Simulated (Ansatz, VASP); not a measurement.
Tc in VASP and in Ansatz

```
Tc
1.0
     0.00000    1.95000    1.95000
     1.95000    0.00000    1.95000
     1.95000    1.95000    0.00000
Tc
1
Cartesian
  0.0000 0.0000 0.0000
```

Alike in both runs: task single point; functional PBE; k mesh 18 × 18 × 18; occupations fermi-dirac, width 0.03 eV; no spin polarisation.

|  | VASP | Ansatz |
| --- | --- | --- |
| version | VASP 6.6.1 | Ansatz 0.2.0 |
| potentials or method | VASP PAW PBE potentials, release 64 (Tc_pv), cutoff 520 eV | all-electron LAPW, scalar-relativistic |

```csv
,VASP,Ansatz,Ansatz less VASP
pressure (GPa),-6.8,-5.7,+1.12
```

Ansatz ran all-electron here, so the differences hold the error of VASP's frozen core and of both bases.
